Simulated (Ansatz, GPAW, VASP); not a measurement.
**Ta: 4 runs at one level of theory**

```
Ta
1.0
    -1.65128    1.65128    1.65128
     1.65128   -1.65128    1.65128
     1.65128    1.65128   -1.65128
Ta
1
Direct
  0.00000 0.00000 0.00000
```

Alike in all runs: task single point; functional LDA; k mesh 11 × 11 × 11; occupations gaussian, width 0.05 eV; no spin polarisation; no spin-orbit coupling. LDA stands for any of its common fits. Pressure is positive in compression and, in plane waves, holds the error of the finite cutoff, which Ansatz's Pulay term estimates and takes out.

```tsv
program and potentials	plane-wave cutoff (eV)	notes	pressure (GPa)
Ansatz, Ansatz PAW	420	potentials made for PBE, which Ansatz adapts in part; Pulay term of +0.04 GPa included	-9.54
Ansatz, all-electron LAPW, scalar-relativistic	-	-	-9.60
VASP, LDA PAW files Ta_sv_GW, 550 eV	550	-	?
GPAW, the program's PAW data sets (release 1.2.1) made for this functional	600	-	-9.64
```

**Question.** Estimate from the other rows what the run with VASP, LDA PAW files Ta_sv_GW, 550 eV gave.

**Answer.** Pressure -9.52 GPa. The other rows, which needn't bracket it: pressure -9.64 to -9.54.
